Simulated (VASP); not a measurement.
# Co (P6_3/mmc) in VASP: settings compared

One crystal, Co, is run at these levels: PBEsol, PBE; tasks: single point.

All numbers are computed with VASP 6.6.1; they aren't measurements. Logs are shortened: lines on timing, memory, paths and dates and some standing lists are left out, and cuts for length are marked.

### Step 1. Starting point

It takes space group P6_3/mmc (No. 194, hexagonal). The conventional cell has a = 2.472 Å, b = 2.472 Å, c = 4.021 Å, α = 90.00°, β = 90.00°, γ = 120.00°. Co (site symmetry -6m2) has 12 Co at 2.47 Å as nearest neighbours.

### Step 2. Single point, PBEsol, collinear spin, ferromagnetic start

File run.py:

```python
from ase.calculators.vasp import Vasp
from ase.dft.bandgap import bandgap
from ase.io import read

atoms = read('Co.cif', primitive_cell=True, subtrans_included=False)
atoms.set_initial_magnetic_moments([2.0, 2.0])
calc = Vasp(
    directory='calc',
    xc='pbesol',
    pp='PBE',
    setups='minimal',
    prec='Accurate',
    encut=500,
    ediff=1e-06,
    ismear=0,
    sigma=0.1,
    lreal=False,
    lasph=True,
    nelm=120,
    algo='Normal',
    isif=2,
    lwave=False,
    lcharg=False,
    ispin=2,
    lorbit=11,
    lmaxmix=4,
    kpts=[12, 12, 7],
    gamma=True,
    nbands=20,
)
atoms.calc = calc

print('energy (eV):', atoms.get_potential_energy())
print('free energy (eV):', atoms.get_potential_energy(force_consistent=True))
print('forces (eV/A):')
print(atoms.get_forces())
print('stress (eV/A^3, Voigt):', atoms.get_stress())
print('Fermi level (eV):', calc.get_fermi_level())
print('moment (muB):', atoms.get_magnetic_moment())
print('site moments (muB):', atoms.get_magnetic_moments())
gap, top, bottom = bandgap(calc)
print('band gap (eV):', gap, 'from (spin, k, band)', top, 'to', bottom)
```

File Co.cif:

```cif
data_Co
_cell_length_a 2.47199990
_cell_length_b 2.47199990
_cell_length_c 4.02114408
_cell_angle_alpha 90.00000000
_cell_angle_beta 90.00000000
_cell_angle_gamma 120.00000000
_space_group_name_H-M_alt 'P6_3/mmc'
_space_group_name_Hall '-P 6c 2c'
_space_group_IT_number 194
loop_
_space_group_symop_operation_xyz
'x,y,z'
'-x,-y,-z'
'x-y,x,z+1/2'
'-x+y,-x,-z+1/2'
'-y,x-y,z'
'y,-x+y,-z'
'-x,-y,z+1/2'
'x,y,-z+1/2'
'-x+y,-x,z'
'x-y,x,-z'
'y,-x+y,z+1/2'
'-y,x-y,-z+1/2'
'-y,-x,-z+1/2'
'y,x,z+1/2'
'-x,-x+y,-z'
'x,x-y,z'
'-x+y,y,-z+1/2'
'x-y,-y,z+1/2'
'y,x,-z'
'-y,-x,z'
'x,x-y,-z+1/2'
'-x,-x+y,z+1/2'
'x-y,-y,-z'
'-x+y,y,z'
loop_
_atom_site_label
_atom_site_type_symbol
_atom_site_symmetry_multiplicity
_atom_site_Wyckoff_symbol
_atom_site_fract_x
_atom_site_fract_y
_atom_site_fract_z
_atom_site_occupancy
Co1 Co 2 c 0.6666666667 0.3333333333 0.7500000000 1
```

Potentials or basis: VASP PAW PBE potentials, release 64 (Co).

Started as:

```sh
> python run.py
```

Log:

```text
energy (eV): -15.45347435
free energy (eV): -15.45833801
forces (eV/A):
[[ 0.  0.  0.]
 [-0.  0.  0.]]
stress (eV/A^3, Voigt): [ 0.03502125  0.03502125  0.05314431  0.         -0.          0.        ]
Fermi level (eV): 10.34415965
moment (muB): 3.1870666
site moments (muB): [1.605 1.605]
band gap (eV): 0.0 from (spin, k, band) (None, None, None) to (None, None, None)
```

OUTCAR:

```text
ENCUT = 500.000000
   EDIFF = 1.00e-06
   GGA = PS
   PREC = Accurate
   ISIF = 2
   ISMEAR = 0
   ISPIN = 2
   LORBIT = 11
   NELM = 120
   LASPH = .TRUE.
   LREAL = .FALSE.

 ion  position               nearest neighbor table
   1  0.667  0.333  0.750-   2 2.47   2 2.47   2 2.47   2 2.47   2 2.47   2 2.47
   2  0.333  0.667  0.250-   1 2.47   1 2.47   1 2.47   1 2.47   1 2.47   1 2.47

  LATTYP: Found a hexagonal cell.
 ALAT       =     2.4719999000
 C/A-ratio  =     1.6266764736

  Lattice vectors:

 A1 = (   2.4719999000,   0.0000000000,   0.0000000000)
 A2 = (  -1.2359999500,   2.1408147116,   0.0000000000)
 A3 = (   0.0000000000,   0.0000000000,   4.0211440800)

Analysis of symmetry for initial positions (statically):
=====================================================================
 Subroutine PRICEL returns:
 Original cell was already a primitive cell.

 Routine SETGRP: Setting up the symmetry group for a
 hexagonal supercell.

 Subroutine GETGRP returns: Found 24 space group operations
 (whereof 12 operations were pure point group operations)
 out of a pool of 24 trial point group operations.

The static configuration has the point symmetry D_3d.
 The point group associated with its full space group is D_6h.

Analysis of symmetry for dynamics (positions and initial velocities):
=====================================================================
 Subroutine PRICEL returns:
 Original cell was already a primitive cell.

 Routine SETGRP: Setting up the symmetry group for a
 hexagonal supercell.

 Subroutine GETGRP returns: Found 24 space group operations
 (whereof 12 operations were pure point group operations)
 out of a pool of 24 trial point group operations.

The dynamic configuration has the point symmetry D_3d.
 The point group associated with its full space group is D_6h.

Analysis of structural, dynamic, and magnetic symmetry:
=====================================================================
 Subroutine PRICEL returns:
 Original cell was already a primitive cell.

 Routine SETGRP: Setting up the symmetry group for a
 hexagonal supercell.

 Subroutine GETGRP returns: Found 24 space group operations
 (whereof 12 operations were pure point group operations)
 out of a pool of 24 trial point group operations.

The overall configuration has the point symmetry D_3d.
 The point group associated with its full space group is D_6h.

 Subroutine INISYM returns: Found 24 space group operations
 (whereof 12 operations are pure point group operations),
 and found     1 'primitive' translations

----------------------------------------------------------------------------------------

                                     Primitive cell

  volume of cell :      21.2803

  direct lattice vectors                    reciprocal lattice vectors
     2.471999900  0.000000000  0.000000000     0.404530761  0.233555944  0.000000000
    -1.235999950  2.140814712  0.000000000     0.000000000  0.467111887  0.000000000
     0.000000000  0.000000000  4.021144080     0.000000000  0.000000000  0.248685444

  length of vectors
     2.471999900  2.471999900  4.021144080     0.467111887  0.467111887  0.248685444

  position of ions in fractional coordinates (direct lattice)
     0.666666667  0.333333333  0.750000000
     0.333333333  0.666666667  0.250000000
[... 71 lines left out ...]
   ISPIN  =      2    spin polarized calculation?
   LNONCOLLINEAR =      F non collinear calculations
   LSORBIT =      F    spin-orbit coupling
   LASPH  =      T    aspherical Exc in radial PAW
   ENCUT  =  500.0 eV  36.75 Ry    6.06 a.u.   4.51  4.51  7.33*2*pi/ulx,y,z
   NELM   =    120;   NELMIN=  2; NELMDL= -5     # of ELM steps
   EDIFF  = 0.1E-05   stopping-criterion for ELM
   LREAL  =      F    real-space projection
   EDIFFG = 0.1E-04   stopping-criterion for IOM
   NSW    =      0    number of steps for IOM
   IBRION =     -1    ionic relax: 0-MD 1-quasi-New 2-CG
   NFREE  =      0    steps in history (QN), initial steepest desc. (CG)
   ISIF   =      2    stress and relaxation
   ISYM   =      2    0-nonsym 1-usesym 2-fastsym
   POTIM  = 0.5000    time-step for ionic-motion
   TEBEG  =    0.0;   TEEND  =   0.0 temperature during run
   PSTRESS=    0.0 pullay stress
   NELECT =      18.0000    total number of electrons
   NUPDOWN=      -1.0000    fix difference up-down
   EMIN   =  10.00;   EMAX   =-10.00  energy-range for DOS
   EFERMI =   0.00;   METHOD = LEGACY
   ISMEAR =     0;   SIGMA  =   0.10  broadening in eV -4-tet -1-fermi 0-gaus
   EFERMI_NEDOS =   21; number of points for ismear=-14 and -15
   IALGO  =     38    algorithm
   IMIX   =      4    mixing-type and parameters
     AMIX     =   0.40;   BMIX     =  1.00
     AMIX_MAG =   1.60;   BMIX_MAG =  1.00
  volume/ion in A,a.u.               =      10.64        71.80
  Fermi-wavevector in a.u.,A,eV,Ry     =   1.548246  2.925761 32.614055  2.397065
  Thomas-Fermi vector in A             =   2.653224
   LORBIT       =     11    0 simple, 1 ext, 2 COOP (PROOUT), +10 PAW based schemes
   GGA     = PS    functional components
   LHFCALC =     F    Hartree Fock is set to
   AEXX    =    0.0000 exact exchange contribution
   IVDW    =     0    specifies the selected vdW correction
   LEPSILON=     F    determine dielectric tensor
   LRPA    =     F    only Hartree local field effects (RPA)
 spin polarized calculation
 Gauss-broadening in eV      SIGMA  =   0.10
  energy-cutoff  :      500.00
  volume of cell :       21.28
 maximum number of plane-waves:       557
 NGX is ok and might be reduce to    18
   NGX =  9   NGY =  9   NGZ = 15

 number of electron      17.9999990 magnetization       3.1870666

 Free energy of the ion-electron system (eV)
  ---------------------------------------------------
  ext. energy  EPLUGINS =         0.00000000
  ---------------------------------------------------
  free energy    TOTEN  =       -15.45833801 eV

  energy without entropy =      -15.44861069  energy(sigma->0) =      -15.45347435

 E-fermi :  10.3442     XC(G=0): -13.6945

 val. band max:       10.3437452461   @ k =   0.2500   0.1667   0.1429
 cond. band min:      10.3562757424   @ k =   0.4167   0.0833   0.4286
 fundamental gap:      0.0125304963
 Fermi energy:        10.3441596516

 spin component 1

 k-point     1 :       0.0000    0.0000    0.0000
  band No.  band energies     occupation
      1       1.2594      1.00000
      2       5.1022      1.00000
      3       7.6949      1.00000
      4       7.7542      1.00000
      5       7.7542      1.00000
      6       8.0718      1.00000
[... 541 lines left out ...]
     19      33.7546      0.00000
     20      35.3858      0.00000

 [... further k-points ...]

 spin component 2

 k-point     1 :       0.0000    0.0000    0.0000
  band No.  band energies     occupation
      1       1.3242      1.00000
      2       6.0487      1.00000
      3       9.2930      1.00000
      4       9.3559      1.00000
      5       9.3559      1.00000
      6       9.7251      1.00000
[... 541 lines left out ...]
     19      34.1088      0.00000
     20      35.7549      0.00000

 [... further k-points ...]

------------------------ aborting loop because EDIFF is reached ----------------------------------------

  FORCE on cell =-STRESS in cart. coord.  units (eV):
  Direction    XX          YY          ZZ          XY          YZ          ZX
  --------------------------------------------------------------------------------------
  -------------------------------------------------------------------------------------
  Total       -0.7452614     -0.7452614     -1.1309249     -0.0000000     -0.0000000      0.0000000
  in kB      -56.1102320    -56.1102320    -85.1465732     -0.0000000     -0.0000000      0.0000000
  external PRESSURE =     -65.7890124 kB  Pullay stress =       0.0000000 kB

 VOLUME and BASIS-vectors are now :
 -----------------------------------------------------------------------------
  energy-cutoff  :      500.00
  volume of cell :       21.28
      direct lattice vectors                 reciprocal lattice vectors
     2.471999900  0.000000000  0.000000000     0.404530761  0.233555944  0.000000000
    -1.235999950  2.140814712  0.000000000     0.000000000  0.467111887  0.000000000
     0.000000000  0.000000000  4.021144080     0.000000000  0.000000000  0.248685444

 POSITION                                       TOTAL-FORCE (eV/Angst)
 -----------------------------------------------------------------------------------
      1.23600      0.71360      3.01586         0.000000      0.000000      0.000000
     -0.00000      1.42721      1.00529        -0.000000      0.000000      0.000000
 -----------------------------------------------------------------------------------
    total drift:                               -0.000000      0.000000     -0.000000

  FREE ENERGIE OF THE ION-ELECTRON SYSTEM (eV)
  ---------------------------------------------------
  free  energy   TOTEN  =       -15.4583380116 eV

  energy  without entropy=      -15.4486106914  energy(sigma->0) =      -15.45347435

 total charge

# of ion       s       p       d       tot
------------------------------------------
    1        0.497   0.542   7.271   8.310
    2        0.497   0.542   7.271   8.310
--------------------------------------------------
tot          0.994   1.084  14.541  16.619

 magnetization (x)

# of ion       s       p       d       tot
------------------------------------------
    1       -0.015  -0.050   1.670   1.605
    2       -0.015  -0.050   1.670   1.605
--------------------------------------------------
tot         -0.029  -0.101   3.339   3.210
```

INCAR:

```text
ENCUT = 500.000000
SIGMA = 0.100000
EDIFF = 1.00e-06
ALGO = Normal
GGA = PS
PREC = Accurate
ISIF = 2
ISMEAR = 0
ISPIN = 2
LMAXMIX = 4
LORBIT = 11
NBANDS = 20
NELM = 120
LASPH = .TRUE.
LCHARG = .FALSE.
LWAVE = .FALSE.
LREAL = .FALSE.
MAGMOM = 2*2.0000
```

It took 65 s on 1 thread of AMD EPYC 7R43 (Zen 3), shared host; peak memory 0.13 GiB.

Results:

| Item | Value |
| --- | --- |
| Free energy | -15.4583 eV |
| Pressure | -6.6 GPa |
| Band gap on the k mesh | none (metal or under the smearing width) |
| Net moment | 3.19 μB per cell |
| Site moments | Co +1.60 μB |
| Valence electrons inside the program's atomic spheres | Co 8.31 |

Levels at points of the mesh, in eV from the Fermi level:
Spin up:
```csv
k point,band 8,band 9,band 10,band 11,band 12,band 13,band 14,band 15
"(0.00, 0.00, 0.00)",-1.89,-1.89,-0.77,-0.77,-0.21,6.42,22.16,24.96
"(0.50, 0.00, 0.00)",-0.61,-0.54,-0.46,1.36,3.42,9.76,10.43,12.86
```
Spin down:
| k point | band 3 | band 4 | band 5 | band 6 | band 7 | band 8 | band 9 | band 10 | band 11 | band 12 |
| --- | --- | --- | --- | --- | --- | --- | --- | --- | --- | --- |
| (0.00, 0.00, 0.00) | -1.05 | -0.99 | -0.99 | -0.62 | -0.62 | -0.19 | -0.16 | -0.16 | 1.07 | 1.07 |
| (0.50, 0.00, 0.00) | -3.34 | -1.85 | -1.13 | -1.08 | -0.66 | 1.23 | 1.33 | 1.39 | 2.61 | 4.41 |

Caveat: the PAW data sets were made with another functional, which shifts forces and pressure a little.

### Step 3. Single point, PBE, collinear spin, ferromagnetic start (grid = ENCUT=400 dk=0.27 cell=3x3x2 ISMEAR=1 SIGMA=0.1 LREAL=Auto EDIFF=1e-06)

File INCAR:

```
SYSTEM = Co
PREC = Accurate
ENCUT = 400
EDIFF = 1E-6
ISMEAR = 1
SIGMA = 0.1
LREAL = Auto
LASPH = .True.
NELM = 120
ALGO = Fast
ISIF = 2
LWAVE = .False.
LCHARG = .False.
ISPIN = 2
MAGMOM = 2 2 2 2 2 2 2 2 2 2 2 2 2 2 2 2 2 2 2 2 2 2 2 2 2 2 2 2 2 2 2 2 2 2 2 2
LORBIT = 11
LMAXMIX = 4
GGA = PE
NBANDS = 197
```

File KPOINTS:

```
Automatic mesh
0
Gamma
  4 4 3
  0 0 0
```

File POSCAR:

```
Co
1.0
    7.4159997096      0.0000000000      0.0000000000
   -3.7079998548      6.4224441429      0.0000000000
    0.0000000000      0.0000000000      8.0422881600
Co
36
Direct
    0.2222222222      0.1111111111      0.3750000000
    0.2222222222      0.1111111111      0.8750000000
    0.2222222222      0.4444444444      0.3750000000
    0.2222222222      0.4444444444      0.8750000000
    0.2222222222      0.7777777778      0.3750000000
    0.2222222222      0.7777777778      0.8750000000
    0.5555555556      0.1111111111      0.3750000000
    0.5555555556      0.1111111111      0.8750000000
    0.5555555556      0.4444444444      0.3750000000
    0.5555555556      0.4444444444      0.8750000000
    0.5555555556      0.7777777778      0.3750000000
    0.5555555556      0.7777777778      0.8750000000
    0.8888888889      0.1111111111      0.3750000000
    0.8888888889      0.1111111111      0.8750000000
    0.8888888889      0.4444444444      0.3750000000
    0.8888888889      0.4444444444      0.8750000000
    0.8888888889      0.7777777778      0.3750000000
    0.8888888889      0.7777777778      0.8750000000
    0.1111111111      0.2222222222      0.1250000000
    0.1111111111      0.2222222222      0.6250000000
    0.1111111111      0.5555555556      0.1250000000
    0.1111111111      0.5555555556      0.6250000000
    0.1111111111      0.8888888889      0.1250000000
    0.1111111111      0.8888888889      0.6250000000
    0.4444444444      0.2222222222      0.1250000000
    0.4444444444      0.2222222222      0.6250000000
    0.4444444444      0.5555555556      0.1250000000
    0.4444444444      0.5555555556      0.6250000000
    0.4444444444      0.8888888889      0.1250000000
    0.4444444444      0.8888888889      0.6250000000
    0.7777777778      0.2222222222      0.1250000000
    0.7777777778      0.2222222222      0.6250000000
    0.7777777778      0.5555555556      0.1250000000
    0.7777777778      0.5555555556      0.6250000000
    0.7777777778      0.8888888889      0.1250000000
    0.7777777778      0.8888888889      0.6250000000
```

Potentials or basis: VASP PAW PBE potentials, release 64 (Co).

Started as:

```sh
> cat potpaw_PBE.64/Co/POTCAR > POTCAR
> mpirun -np 1 vasp_std > vasp.out
```

Run time: 22 min. Hardware: 1 thread of Intel Xeon 6975P-C (Granite Rapids), shared host; peak memory 0.79 GiB.

The run converged, but some of its settings lie outside the range that counts as converged, so its numbers aren't taken as properties of the crystal.

What came out:

```yaml
Free_energy: -253.0277 eV
Pressure: 3.3 GPa
Net_moment: 57.74 μB per cell
Site_moments: Co +1.62 μB
Valence_electrons_inside_the_program's_atomic_spheres: Co 8.31
```

Caveat: the bands computed are all filled at some k points, so no gap is given.

### Step 4. For comparison

An earlier run on the cell as given: functional PBE; potentials or basis VASP PAW PBE potentials, release 64 (Co); cutoff 520 eV; k mesh 12 × 12 × 7; occupations fermi-dirac, width 0.05 eV; collinear spin, ferromagnetic start; starting moments [2.0, 2.0] μB.

- Pressure: 3.9 GPa
- Band gap on the k mesh: none (metal or under the smearing width)
- Net moment: 3.19 μB per cell
- Site moments: Co +1.61 μB
- Valence electrons inside the program's atomic spheres: Co 8.31
